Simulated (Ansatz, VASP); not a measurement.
BP in VASP and in Ansatz

POSCAR

```
BP
1.0
    2.7080526517      0.0000000000      0.0000000000
    0.0000000000      2.7080526517      0.0000000000
    0.0000000000      0.0000000000      2.7080526517
B P
1 1
Direct
    0.0000000000      0.0000000000      0.0000000000
    0.5000000000      0.5000000000      0.5000000000
```

Contents of INCAR.step1:

```
PREC     = Accurate       # precision mode
ENCUT    = 520            # plane-wave cutoff, eV
ISMEAR   = -1             # smearing method
SIGMA    = 0.02           # smearing width, eV
LREAL    = False          # projectors in reciprocal space
LASPH    = True           # aspherical terms in the spheres
NELM     = 60             # most SCF steps
NBANDS   = 11             # bands
GGA      = PE             # functional
ALGO     = Normal         # electronic algorithm
EDIFF    = 1E-4           # SCF threshold, eV
LWAVE    = True           # write WAVECAR
LCHARG   = False          # write CHGCAR
```

File INCAR.step2:

```
PREC     = Accurate       # precision mode
ENCUT    = 520            # plane-wave cutoff, eV
EDIFF    = 1E-6           # SCF threshold, eV
ISMEAR   = -1             # smearing method
SIGMA    = 0.02           # smearing width, eV
LREAL    = False          # projectors in reciprocal space
LASPH    = True           # aspherical terms in the spheres
NELM     = 60             # most SCF steps
ALGO     = Normal         # electronic algorithm
ISIF     = 2              # what is computed and relaxed
LWAVE    = False          # write WAVECAR
LCHARG   = False          # write CHGCAR
METAGGA  = R2SCAN         # meta-GGA
LMIXTAU  = True         
NBANDS   = 11             # bands
ISTART   = 1
```

Contents of KPOINTS:

```
Automatic mesh
0
Gamma
  10 10 10
```

Input for Ansatz:

```yaml
crystal:
  lattice:
    - [2.7080526517, 0.0, 0.0]
    - [0.0, 2.7080526517, 0.0]
    - [0.0, 0.0, 2.7080526517]
  atoms:
    - { symbol: B, position: [0.0, 0.0, 0.0] }
    - { symbol: P, position: [0.5, 0.5, 0.5] }
kpoints:
  mp_grid: { grid: [10, 10, 10] }
  band_path:
    path:
      - [0.0, 0.0, 0.0]
      - [0.0, 0.5, 0.0]
      - [0.5, 0.5, 0.0]
      - [0.5, 0.5, 0.5]
      - [0.5, 0.5, 0.45]
    npoints: 1
hamiltonian:
  xc: r2scan
scf:
  occupations: { method: fermi_dirac, width: 0.02 }
  n_extra_bands: 4
output:
  forces: true
  stress: true
  eigenvalues: true
  write_density: true
  write_potential: true
  elf: true
  volumetric_format: npy
```

Alike in both runs: task single point; functional r2SCAN; k mesh 10 × 10 × 10; occupations fermi-dirac, width 0.02 eV; no spin polarisation.

```csv
,VASP,Ansatz
version,VASP 6.6.1,Ansatz 0.2.0
potentials or method,"VASP PAW PBE potentials, release 64 (B, P)","plane waves, PAW"
plane-wave cutoff (eV),520,500
valence electrons in the cell,8,8
```

|  | VASP | Ansatz | Ansatz less VASP |
| --- | --- | --- | --- |
| pressure (GPa) | 0.7 | 0.6 | -0.10 |

The functional is the same, so the differences come from potentials, cutoffs and numerics.

Caveats: the PAW data sets were made with another functional, which shifts forces and pressure a little (VASP).
